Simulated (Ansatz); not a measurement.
## Relaxing TaN

Computed with DFT PBEsol, scalar-relativistic, plane waves, PAW (Ansatz). Run with 420 eV cutoff, 16×16×16 k-mesh, Gaussian smearing of 0.10 eV, no spin polarisation.

What was changed: relaxed at 25 GPa.

Spin–orbit coupling is left out, which can shift energies with elements as heavy as these.

Other phases may be more stable at this pressure.

Command:

```bash
ansatz run input.yaml --threads 1 --pin off --max-ram 2560MiB --backend cpu --events-out ev --progress --plain --runs-dir out
```

Input:

```yaml
crystal:
  lattice:
    - [0.0, 2.1427903765, 2.1427903765]
    - [2.1427903765, 0.0, 2.1427903765]
    - [2.1427903765, 2.1427903765, 0.0]
  atoms:
    - { symbol: Ta, position: [0.5, 0.5, 0.5] }
    - { symbol: "N", position: [0.0, 0.0, 0.0] }
basis:
  ecutwfc: 420
kpoints:
  mp_grid: { grid: [16, 16, 16] }
hamiltonian:
  xc: pbesol
scf:
  occupations: { method: gaussian, width: 0.1 }
output:
  forces: true
  stress: true
  eigenvalues: true
relax:
  adjacent_minimum: "off"
  f_tol: 0.008
  max_steps: 50
  cell: { stress_tol: 0.08, p_target: 25.0 }
```

F is the free energy. Steps run on the plane waves of an earlier cell, but the last one, and at times one on the way, on a freshly chosen basis, so a repeated geometry can differ a little in energy. The relaxation lowers the enthalpy F + PV at the target pressure, so F itself can rise.

Steps:

```json
{"step": "1", "F − F(1) (eV)": "0.0000", "largest force component (eV/Å)": "0.000", "V (Å³/atom)": "9.839", "P (GPa)": "25.60"}
{"step": "2", "F − F(1) (eV)": "-0.0057", "largest force component (eV/Å)": "0.000", "V (Å³/atom)": "9.857", "P (GPa)": "24.71"}
{"step": "3", "F − F(1) (eV)": "-0.0039", "largest force component (eV/Å)": "0.000", "V (Å³/atom)": "9.851", "P (GPa)": "25.00"}
{"step": "4", "F − F(1) (eV)": "-0.0041", "largest force component (eV/Å)": "0.000", "V (Å³/atom)": "9.851", "P (GPa)": "25.01"}
```

Relaxed structure:

```
CELL_PARAMETERS angstrom
0.00000 2.14371 2.14371
2.14371 0.00000 2.14371
2.14371 2.14371 0.00000
ATOMIC_POSITIONS crystal
Ta 0.50000 0.50000 0.50000
N 0.00000 0.00000 0.00000
```

Symmetry: Fm-3m, No. 225, cubic system. Conventional cell: a = 4.287 Å, b = 4.287 Å, c = 4.287 Å, α = 90.00°, β = 90.00°, γ = 90.00°. Ta (site symmetry m-3m) has 6 N at 2.14 Å as nearest neighbours. Around N (site symmetry m-3m) lie 6 Ta at 2.14 Å.

The run converged. Time: 26 s on 1 thread of Intel(R) Xeon(R) Processor @ 2.50GHz (Skylake/Cascade Lake), on a shared host, peak memory 0.37 GiB.